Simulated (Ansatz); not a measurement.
# InAs: the cost of one run

Program: Ansatz 0.2.0. Level of theory: DFT PBE, scalar-relativistic, plane waves, PAW. These are calculated values, not measurements.

The COD entry's cell or inner coordinates are ideal or old and differ from later refinements, so a difference from it is no clean test against experiment.

1 further run of the same task is left out (set aside as unsound or not needed).

## (1) The structure to begin with

Symmetry: F-43m, No. 216, cubic system. The conventional cell has a = 6.048 Å, b = 6.048 Å, c = 6.048 Å, α = 90.00°, β = 90.00°, γ = 90.00°. In (site symmetry -43m) is surrounded by 4 As at 2.62 Å. As (site symmetry -43m) has 4 In at 2.62 Å as nearest neighbours.

Structure file:

```cif
data_structure
_symmetry_space_group_name_H-M 'F-43m'
_symmetry_Int_Tables_number 216
_cell_length_a 6.0480
_cell_length_b 6.0480
_cell_length_c 6.0480
_cell_angle_alpha 90.000
_cell_angle_beta 90.000
_cell_angle_gamma 90.000
_cell_volume 221.23
loop_
_atom_site_label
_atom_site_type_symbol
_atom_site_symmetry_multiplicity
_atom_site_Wyckoff_symbol
_atom_site_fract_x
_atom_site_fract_y
_atom_site_fract_z
_atom_site_occupancy
In1 In 4 a 0.00000 0.00000 0.00000 1
As1 As 4 c 0.25000 0.25000 0.25000 1
```

The structure comes from the Crystallography Open Database.

## (2) A change within the space group

The change: strain xx, yy, zz, yz, xz, xy = +5.0, +5.0, +5.0, +0.0, +0.0, +0.0 %.

input.yaml reads:

```yaml
crystal:
  lattice:
    - [0.0, 3.1745952, 3.1745952]
    - [3.1745952, 0.0, 3.1745952]
    - [3.1745952, 3.1745952, 0.0]
  atoms:
    - { symbol: In, position: [0.0, 0.0, 0.0] }
    - { symbol: As, position: [0.75, 0.75, 0.75] }
basis:
  ecutwfc: 420
kpoints:
  mp_grid: { grid: [12, 12, 12] }
hamiltonian:
  xc: pbe
scf:
  occupations: { method: gaussian, width: 0.1 }
output:
  forces: true
  stress: true
  eigenvalues: true
  write_density: true
  write_potential: true
  elf: true
  volumetric_format: npy
```

On the command line:

```sh
$ ansatz run input.yaml --threads 1 --pin off --max-ram 1331MiB --backend cpu --events-out ev --progress --plain --runs-dir out
```

**Question.** How long does this run take on 1 thread of an Arm CPU, shared host, and how much memory does it need?

About 21 s, with a peak of 0.44 GiB.
